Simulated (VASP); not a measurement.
# BeTe (Fm-3m) in VASP: equation of state

Aim: energy against volume of BeTe in PBE, for its equilibrium volume and stiffness.

Everything below comes from runs of VASP 6.6.1. Logs are shortened: lines on timing, memory, paths and dates and some standing lists are left out, and cuts for length are marked.

## 1. Starting point

It takes space group Fm-3m (No. 225, cubic). Conventional cell: a = 5.361 Å, b = 5.361 Å, c = 5.361 Å, α = 90.00°, β = 90.00°, γ = 90.00°. Be (site symmetry m-3m) is surrounded by 6 Te at 2.68 Å. Around Te (site symmetry m-3m) lie 6 Be at 2.68 Å.

The cell was built by a generator and needn't be a form met in nature.

## 2. Equation of state, PBE, 18.10 Å³/atom (volume scaled by 0.94)

File INCAR:

```
SYSTEM = BeTe
ALGO = Normal
EDIFF = 1E-7
ENCUT = 520
GGA = PE
ISIF = 2
ISMEAR = -1
LASPH = .TRUE.
LCHARG = .FALSE.
LREAL = .FALSE.
LWAVE = .FALSE.
NBANDS = 11
NELM = 100
PREC = Accurate
SIGMA = 0.05
```

File KPOINTS:

```
k-points
0
G
  9 9 9
  0 0 0
```

File POSCAR:

```
BeTe
1.0
    0.0000000000      2.6255944431      2.6255944431
    2.6255944431      0.0000000000      2.6255944431
    2.6255944431      2.6255944431      0.0000000000
Be Te
1 1
Direct
    0.5000000000      0.5000000000      0.5000000000
    0.0000000000      0.0000000000      0.0000000000
```

Potentials or basis: VASP PAW PBE potentials, release 64 (Be, Te).

Started as:

```
$ cat potpaw_PBE.64/Be/POTCAR potpaw_PBE.64/Te/POTCAR > POTCAR
$ mpirun -np 1 vasp_std > vasp.out
```

OUTCAR:

```text
SYSTEM = BeTe
   EDIFF = 1E-7
   ENCUT = 520
   GGA = PE
   ISIF = 2
   ISMEAR = -1
   LASPH = .TRUE.
   LREAL = .FALSE.
   NELM = 100
   PREC = Accurate

 Found     35 irreducible k-points:

 Following reciprocal coordinates:
            Coordinates               Weight
  0.000000  0.000000  0.000000      1.000000
  0.111111  0.000000  0.000000      8.000000
  0.222222  0.000000  0.000000      8.000000
  0.333333  0.000000  0.000000      8.000000
  0.444444  0.000000  0.000000      8.000000
  0.111111  0.111111  0.000000      6.000000
   k-points           NKPTS =     35   k-points in BZ     NKDIM =     35   number of bands    NBANDS=     11
   number of dos      NEDOS =    301   number of ions     NIONS =      2
   total plane-waves  NPLWV =  21952
   dimension x,y,z NGX =    28 NGY =   28 NGZ =   28
   dimension x,y,z NGXF=    56 NGYF=   56 NGZF=   56
   ions per type =               1   1
   NGX,Y,Z   is equivalent  to a cutoff of  12.54, 12.54, 12.54 a.u.
   NGXF,Y,Z  is equivalent  to a cutoff of  25.07, 25.07, 25.07 a.u.
 SYSTEM =  BeTe
   PREC   = accura    normal or accurate (medium, high low for compatibility)
   ISTART =      0    job   : 0-new  1-cont  2-samecut
   ICHARG =      2    charge: 1-file 2-atom 10-const
   ISPIN  =      1    spin polarized calculation?
   LNONCOLLINEAR =      F non collinear calculations
   LSORBIT =      F    spin-orbit coupling
   LASPH  =      T    aspherical Exc in radial PAW
   ENCUT  =  520.0 eV  38.22 Ry    6.18 a.u.   6.90  6.90  6.90*2*pi/ulx,y,z
   NELM   =    100;   NELMIN=  2; NELMDL= -5     # of ELM steps
   EDIFF  = 0.1E-06   stopping-criterion for ELM
   LREAL  =      F    real-space projection
   EDIFFG = 0.1E-05   stopping-criterion for IOM
   NSW    =      0    number of steps for IOM
   IBRION =     -1    ionic relax: 0-MD 1-quasi-New 2-CG
   NFREE  =      0    steps in history (QN), initial steepest desc. (CG)
   ISIF   =      2    stress and relaxation
   ISYM   =      2    0-nonsym 1-usesym 2-fastsym
   POTIM  = 0.5000    time-step for ionic-motion
   TEBEG  =    0.0;   TEEND  =   0.0 temperature during run
   PSTRESS=    0.0 pullay stress
   NELECT =       8.0000    total number of electrons
   NUPDOWN=      -1.0000    fix difference up-down
   EMIN   =  10.00;   EMAX   =-10.00  energy-range for DOS
   EFERMI =   0.00;   METHOD = LEGACY
   ISMEAR =    -1;   SIGMA  =   0.05  broadening in eV -4-tet -1-fermi 0-gaus
   EFERMI_NEDOS =   21; number of points for ismear=-14 and -15
   IALGO  =     38    algorithm
   IMIX   =      4    mixing-type and parameters
     AMIX     =   0.40;   BMIX     =  1.00
     AMIX_MAG =   1.60;   BMIX_MAG =  1.00
  volume/ion in A,a.u.               =      18.10       122.15
  Fermi-wavevector in a.u.,A,eV,Ry     =   0.989769  1.870392 13.328848  0.979643
  Thomas-Fermi vector in A             =   2.121391
   LORBIT       =      0    0 simple, 1 ext, 2 COOP (PROOUT), +10 PAW based schemes
   GGA     = PE    functional components
   LHFCALC =     F    Hartree Fock is set to
   AEXX    =    0.0000 exact exchange contribution
   IVDW    =     0    specifies the selected vdW correction
   LEPSILON=     F    determine dielectric tensor
   LRPA    =     F    only Hartree local field effects (RPA)
 non-spin polarized calculation
  energy-cutoff  :      520.00
  volume of cell :       36.20
 maximum number of plane-waves:       984
   NGX = 13   NGY = 13   NGZ = 13

 number of electron       8.0000000 magnetization

 Free energy of the ion-electron system (eV)
  ---------------------------------------------------
  ext. energy  EPLUGINS =         0.00000000
  ---------------------------------------------------
  free energy    TOTEN  =        -6.57796287 eV

  energy without entropy =       -6.57346240  energy(sigma->0) =       -6.57571263

 E-fermi :   8.0058     XC(G=0): -10.2135

 val. band max:        7.9684268762   @ k =   0.4444   0.3333   0.0000
 cond. band min:       8.1842513010   @ k =  -0.1111   0.1111   0.0000
 fundamental gap:      0.2158244248
 Fermi energy:         8.0058070554

 k-point     1 :       0.0000    0.0000    0.0000
  band No.  band energies     occupation
      1      -5.7984      2.00000
      2       7.7737      1.98091
      3       7.7737      1.98091
      4       7.7737      1.98091
      5      11.7175      0.00000
      6      14.5210      0.00000
      7      14.5210      0.00000
      8      14.5210      0.00000
      9      14.8782      0.00000
     10      14.8782      0.00000
     11      14.8782      0.00000

 k-point     2 :       0.1111    0.0000    0.0000
  band No.  band energies     occupation
      1      -5.6333      2.00000
      2       6.5502      2.00000
      3       7.7387      1.99048
      4       7.7387      1.99048
      5      12.1601      0.00000
      6      13.6312      0.00000
      7      13.6312      0.00000
      8      14.4667      0.00000
      9      14.7514      0.00000
     10      15.2690      0.00000
     11      15.2690      0.00000

 k-point     3 :       0.2222    0.0000    0.0000
  band No.  band energies     occupation
      1      -5.1556      2.00000
      2       4.3980      2.00000
      3       7.6870      1.99660
      4       7.6870      1.99660
      5      11.9303      0.00000
      6      12.2157      0.00000
      7      12.2157      0.00000
      8      14.2315      0.00000
      9      15.9313      0.00000
     10      16.3691      0.00000
     11      16.3691      0.00000

 k-point     4 :       0.3333    0.0000    0.0000
  band No.  band energies     occupation
      1      -4.4455      2.00000
      2       2.3877      2.00000
      3       7.7011      1.99550
      4       7.7011      1.99550
      5      11.0436      0.00000
      6      11.0436      0.00000
      7      11.4518      0.00000
      8      13.9664      0.00000
      9      17.7963      0.00000
     10      18.0463      0.00000
     11      18.0463      0.00000

 k-point     5 :       0.4444    0.0000    0.0000
  band No.  band energies     occupation
      1      -3.7799      2.00000
      2       1.0373      2.00000
      3       7.7695      1.98244
      4       7.7695      1.98244
      5      10.3574      0.00000
      6      10.3574      0.00000
      7      11.1765      0.00000
      8      13.8119      0.00000
      9      19.7610      0.00000
     10      20.1750      0.00000
     11      20.1750      0.00000

 k-point     6 :       0.1111    0.1111    0.0000
  band No.  band energies     occupation
      1      -5.5776      2.00000
      2       7.0065      2.00000
      3       7.2323      2.00000
      4       7.2323      2.00000
      5      12.1489      0.00000
      6      12.9332      0.00000
      7      13.7545      0.00000
      8      14.7377      0.00000
      9      14.7377      0.00000
     10      15.9053      0.00000
     11      15.9053      0.00000

 [... further k-points ...]

------------------------ aborting loop because EDIFF is reached ----------------------------------------

  FORCE on cell =-STRESS in cart. coord.  units (eV):
  Direction    XX          YY          ZZ          XY          YZ          ZX
  --------------------------------------------------------------------------------------
  -------------------------------------------------------------------------------------
  Total        1.0602961      1.0602961      1.0602961      0.0000000     -0.0000000      0.0000000
  in kB       46.9272175     46.9272175     46.9272175      0.0000000     -0.0000000      0.0000000
  external PRESSURE =      46.9272175 kB  Pullay stress =       0.0000000 kB

 VOLUME and BASIS-vectors are now :
 -----------------------------------------------------------------------------
  energy-cutoff  :      520.00
  volume of cell :       36.20
      direct lattice vectors                 reciprocal lattice vectors
     0.000000000  2.625594443  2.625594443    -0.190433066  0.190433066  0.190433066
     2.625594443  0.000000000  2.625594443     0.190433066 -0.190433066  0.190433066
     2.625594443  2.625594443  0.000000000     0.190433066  0.190433066 -0.190433066

 POSITION                                       TOTAL-FORCE (eV/Angst)
 -----------------------------------------------------------------------------------
      2.62559      2.62559      2.62559        -0.000000     -0.000000     -0.000000
      0.00000      0.00000      0.00000         0.000000      0.000000      0.000000
 -----------------------------------------------------------------------------------
    total drift:                               -0.000000      0.000000      0.000000

  FREE ENERGIE OF THE ION-ELECTRON SYSTEM (eV)
  ---------------------------------------------------
  free  energy   TOTEN  =        -6.5779628670 eV

  energy  without entropy=       -6.5734624014  energy(sigma->0) =       -6.57571263
```

OSZICAR:

```text
N       E                     dE             d eps       ncg     rms          rms(c)
DAV:   1     0.127035992901E+02    0.12704E+02   -0.30590E+03   770   0.568E+02
DAV:   2    -0.585479427482E+01   -0.18558E+02   -0.17946E+02  1075   0.905E+01
DAV:   3    -0.657936521401E+01   -0.72457E+00   -0.71271E+00   980   0.149E+01
DAV:   4    -0.658449906405E+01   -0.51339E-02   -0.51327E-02   913   0.159E+00
DAV:   5    -0.658454892068E+01   -0.49857E-04   -0.49857E-04   938   0.160E-01    0.595E+00
DAV:   6    -0.657775662743E+01    0.67923E-02   -0.10115E-02   883   0.428E-01    0.357E+00
DAV:   7    -0.657796650796E+01   -0.20988E-03   -0.84547E-03   845   0.481E-01    0.185E-01
DAV:   8    -0.657794056684E+01    0.25941E-04   -0.86699E-04   878   0.153E-01    0.486E-02
DAV:   9    -0.657795905247E+01   -0.18486E-04   -0.44304E-05   952   0.427E-02    0.132E-02
DAV:  10    -0.657796238978E+01   -0.33373E-05   -0.55553E-06   871   0.133E-02    0.551E-03
DAV:  11    -0.657796269848E+01   -0.30870E-06   -0.29852E-07   892   0.361E-03    0.215E-03
DAV:  12    -0.657796279983E+01   -0.10135E-06   -0.48630E-08   659   0.131E-03    0.550E-04
DAV:  13    -0.657796286702E+01   -0.67185E-07   -0.16622E-09   466   0.303E-04
   1 F= -.65779629E+01 E0= -.65757126E+01  d E =-.450047E-02
```

Wall time 21 s (1 thread of Intel Xeon Platinum 8175M at 2.50GHz (Skylake/Cascade Lake), shared host); peak memory 0.16 GiB.

What came out:

```yaml
Free_energy: -6.5780 eV
Pressure: 4.7 GPa
Band_gap_on_the_k_mesh: none (metal or under the smearing width)
```

## 3. Equation of state, PBE, 18.49 Å³/atom (volume scaled by 0.96)

File INCAR:

```
  ALGO = Normal
  EDIFF = 1E-7
  ENCUT = 520
  GGA = PE
  ISIF = 2
  ISMEAR = -1
  LASPH = T
  LCHARG = F
  LREAL = F
  LWAVE = F
  NBANDS = 11
  NELM = 100
  PREC = Accurate
  SIGMA = 0.05
```

File KPOINTS:

```
k-points
0
Gamma
  9 9 9
```

File POSCAR:

```
BeTe
1.0
    0.0000000000      2.6440851540      2.6440851540
    2.6440851540      0.0000000000      2.6440851540
    2.6440851540      2.6440851540      0.0000000000
Be Te
1 1
Direct
    0.5000000000      0.5000000000      0.5000000000
    0.0000000000      0.0000000000      0.0000000000
```

Potentials or basis: VASP PAW PBE potentials, release 64 (Be, Te).

Started as:

```
$ cat potpaw_PBE.64/Be/POTCAR potpaw_PBE.64/Te/POTCAR > POTCAR
$ mpirun -np 1 vasp_std > vasp.out
```

Run time: 28 s. Hardware: 1 thread of Intel Xeon Platinum 8175M at 2.50GHz (Skylake/Cascade Lake), shared host; peak memory 0.16 GiB.

It converged, with:

* Free energy: -6.5963 eV
* Pressure: 3.0 GPa
* Band gap on the k mesh: none (metal or under the smearing width)

## 4. Equation of state, PBE, 18.87 Å³/atom (volume scaled by 0.98)

File INCAR:

```
SYSTEM = BeTe
  ALGO = Normal
  EDIFF = 1E-7
  ENCUT = 520
  GGA = PE
  ISIF = 2
  ISMEAR = -1
  LASPH = .True.
  LCHARG = .False.
  LREAL = .False.
  LWAVE = .False.
  NBANDS = 11
  NELM = 100
  PREC = Accurate
  SIGMA = 0.05
```

File KPOINTS:

```
k-points
0
Gamma
  9 9 9
  0 0 0
```

File POSCAR:

```
BeTe
1.0
    0.0000000000      2.6623208003      2.6623208003
    2.6623208003      0.0000000000      2.6623208003
    2.6623208003      2.6623208003      0.0000000000
Be Te
1 1
Direct
    0.5000000000      0.5000000000      0.5000000000
    0.0000000000      0.0000000000      0.0000000000
```

Started as:

```
$ cat potpaw_PBE.64/Be/POTCAR potpaw_PBE.64/Te/POTCAR > POTCAR
$ mpirun -np 1 vasp_std > vasp.out
```

It took 30 s on 1 thread of Intel Xeon Platinum 8175M at 2.50GHz (Skylake/Cascade Lake), shared host; peak memory 0.16 GiB.

Results (log left out):

| Item | Value |
| --- | --- |
| Free energy | -6.6067 eV |
| Pressure | 1.4 GPa |
| Band gap on the k mesh | none (metal or under the smearing width) |

## 5. Equation of state, PBE, 19.64 Å³/atom (volume scaled by 1.02)

File INCAR:

```
SYSTEM = BeTe
PREC     = Accurate       ! precision mode
ENCUT    = 520            ! plane-wave cutoff, eV
EDIFF    = 1E-7           ! SCF threshold, eV
ISMEAR   = -1             ! smearing method
SIGMA    = 0.05           ! smearing width, eV
LREAL    = .False.        ! projectors in reciprocal space
LASPH    = .True.         ! aspherical terms in the spheres
NELM     = 60             ! most SCF steps
ALGO     = Normal         ! electronic algorithm
ISIF     = 2              ! what is computed and relaxed
LWAVE    = .False.        ! write WAVECAR
LCHARG   = .False.        ! write CHGCAR
GGA      = PE             ! functional
NBANDS   = 11             ! bands
```

File KPOINTS:

```
regular mesh
0
Gamma
  9 9 9
  0 0 0
```

File POSCAR:

```
BeTe
1.0
    0.0000000000      2.6980609147      2.6980609147
    2.6980609147      0.0000000000      2.6980609147
    2.6980609147      2.6980609147      0.0000000000
Be Te
1 1
Direct
    0.5000000000      0.5000000000      0.5000000000
    0.0000000000      0.0000000000      0.0000000000
```

Started as:

```
$ cat potpaw_PBE.64/Be/POTCAR potpaw_PBE.64/Te/POTCAR > POTCAR
$ mpirun -np 1 vasp_std > vasp.out
```

Run time: 30 s. Hardware: 1 thread of Intel Xeon Platinum 8175M at 2.50GHz (Skylake/Cascade Lake), shared host; peak memory 0.16 GiB.

Results (log left out):

| Item | Value |
| --- | --- |
| Free energy | -6.6067 eV |
| Pressure | -1.3 GPa |
| Band gap on the k mesh | none (metal or under the smearing width) |

## 6. Equation of state, PBE, 20.03 Å³/atom (volume scaled by 1.04)

File INCAR:

```
  PREC = Accurate
  ENCUT = 520
  EDIFF = 1E-7
  ISMEAR = -1
  SIGMA = 0.05
  LREAL = F
  LASPH = T
  NELM = 60
  ALGO = Normal
  ISIF = 2
  LWAVE = F
  LCHARG = F
  GGA = PE
  NBANDS = 11
```

File KPOINTS:

```
Automatic mesh
0
Gamma
  9 9 9
```

File POSCAR:

```
BeTe
1.0
    0.0000000000      2.7155812817      2.7155812817
    2.7155812817      0.0000000000      2.7155812817
    2.7155812817      2.7155812817      0.0000000000
Be Te
1 1
Direct
    0.5000000000      0.5000000000      0.5000000000
    0.0000000000      0.0000000000      0.0000000000
```

Potentials or basis: VASP PAW PBE potentials, release 64 (Be, Te).

Started as:

```
$ cat potpaw_PBE.64/Be/POTCAR potpaw_PBE.64/Te/POTCAR > POTCAR
$ mpirun -np 1 vasp_std > vasp.out
```

OUTCAR:

```text
PREC = Accurate
   ENCUT = 520
   EDIFF = 1E-7
   ISMEAR = -1
   LREAL = F
   LASPH = T
   NELM = 60
   ISIF = 2
   GGA = PE

 Found     35 irreducible k-points:

 Following reciprocal coordinates:
            Coordinates               Weight
  0.000000  0.000000  0.000000      1.000000
  0.111111  0.000000  0.000000      8.000000
  0.222222  0.000000  0.000000      8.000000
  0.333333  0.000000  0.000000      8.000000
  0.444444  0.000000  0.000000      8.000000
[... 160 lines left out ...]

------------------------ aborting loop because EDIFF is reached ----------------------------------------

  FORCE on cell =-STRESS in cart. coord.  units (eV):
  Direction    XX          YY          ZZ          XY          YZ          ZX
  --------------------------------------------------------------------------------------
  -------------------------------------------------------------------------------------
  Total       -0.6110203     -0.6110203     -0.6110203      0.0000000     -0.0000000      0.0000000
  in kB      -24.4426246    -24.4426246    -24.4426246      0.0000000     -0.0000000      0.0000000
  external PRESSURE =     -24.4426246 kB  Pullay stress =       0.0000000 kB

 VOLUME and BASIS-vectors are now :
 -----------------------------------------------------------------------------
  energy-cutoff  :      520.00
  volume of cell :       40.05
      direct lattice vectors                 reciprocal lattice vectors
     0.000000000  2.715581282  2.715581282    -0.184122642  0.184122642  0.184122642
     2.715581282  0.000000000  2.715581282     0.184122642 -0.184122642  0.184122642
     2.715581282  2.715581282  0.000000000     0.184122642  0.184122642 -0.184122642

 POSITION                                       TOTAL-FORCE (eV/Angst)
 -----------------------------------------------------------------------------------
      2.71558      2.71558      2.71558         0.000000      0.000000      0.000000
      0.00000      0.00000      0.00000         0.000000      0.000000     -0.000000
 -----------------------------------------------------------------------------------
    total drift:                               -0.000000      0.000000      0.000000

  FREE ENERGIE OF THE ION-ELECTRON SYSTEM (eV)
  ---------------------------------------------------
  free  energy   TOTEN  =        -6.5976156670 eV

  energy  without entropy=       -6.5924587077  energy(sigma->0) =       -6.59503719
```

OSZICAR:

```text
N       E                     dE             d eps       ncg     rms          rms(c)
DAV:   1     0.128478649585E+02    0.12848E+02   -0.30831E+03   770   0.568E+02
DAV:   2    -0.590831453716E+01   -0.18756E+02   -0.18079E+02  1039   0.884E+01
DAV:   3    -0.658634060476E+01   -0.67803E+00   -0.67173E+00  1006   0.146E+01
DAV:   4    -0.659099288375E+01   -0.46523E-02   -0.46512E-02   909   0.155E+00
DAV:   5    -0.659104263574E+01   -0.49752E-04   -0.49751E-04   944   0.153E-01    0.497E+00
DAV:   6    -0.659411308645E+01   -0.30705E-02   -0.16011E-03   877   0.278E-01    0.303E+00
DAV:   7    -0.659751747819E+01   -0.34044E-02   -0.40117E-03   836   0.458E-01    0.660E-02
DAV:   8    -0.659758937329E+01   -0.71895E-04   -0.60127E-05   954   0.474E-02    0.333E-02
DAV:   9    -0.659761564167E+01   -0.26268E-04   -0.28230E-05   845   0.351E-02    0.714E-03
DAV:  10    -0.659761566704E+01   -0.25373E-07   -0.98351E-07   997   0.539E-03
   1 F= -.65976157E+01 E0= -.65950372E+01  d E =-.515696E-02
```

It took 26 s on 1 thread of Intel Xeon Platinum 8175M at 2.50GHz (Skylake/Cascade Lake), shared host; peak memory 0.17 GiB.

What came out:

```yaml
Free_energy: -6.5976 eV
Pressure: -2.4 GPa
Band_gap_on_the_k_mesh: none (metal or under the smearing width)
```

## 7. Equation of state, PBE, 20.41 Å³/atom (volume scaled by 1.06)

File INCAR:

```
  PREC = Accurate
  ENCUT = 520
  EDIFF = 1E-7
  ISMEAR = -1
  SIGMA = 0.05
  LREAL = False
  LASPH = True
  NELM = 100
  ALGO = Normal
  ISIF = 2
  LWAVE = False
  LCHARG = False
  GGA = PE
  NBANDS = 11
```

File KPOINTS:

```
regular mesh
0
Gamma
  9 9 9
```

File POSCAR:

```
BeTe
1.0
    0.0000000000      2.7328784441      2.7328784441
    2.7328784441      0.0000000000      2.7328784441
    2.7328784441      2.7328784441      0.0000000000
Be Te
1 1
Direct
    0.5000000000      0.5000000000      0.5000000000
    0.0000000000      0.0000000000      0.0000000000
```

Started as:

```
$ cat potpaw_PBE.64/Be/POTCAR potpaw_PBE.64/Te/POTCAR > POTCAR
$ mpirun -np 1 vasp_std > vasp.out
```

Wall time 30 s (1 thread of Intel Xeon Platinum 8175M at 2.50GHz (Skylake/Cascade Lake), shared host); peak memory 0.17 GiB.

It converged, with:

```
Free energy            : -6.5833 eV
Pressure               : -3.5 GPa
Band gap on the k mesh : none (metal or under the smearing width)
```

## 8. Equation of state, PBE

No new run: the results of the series are fitted here.

What came out:

```yaml
Equilibrium_volume: 19.25 Å³/atom
Bulk_modulus: 67 GPa
Pressure_derivative_of_the_bulk_modulus: 4.1
```

Energy against volume, from the lowest point:
| volume (Å³/atom) | energy (meV/atom) |
| --- | --- |
| 18.100 | 15.96 |
| 18.485 | 6.80 |
| 18.870 | 1.61 |
| 19.256 | 0.00 |
| 19.641 | 1.61 |
| 20.026 | 6.14 |
| 20.411 | 13.29 |

The run has no spin-orbit coupling, so splittings on Te are missing.
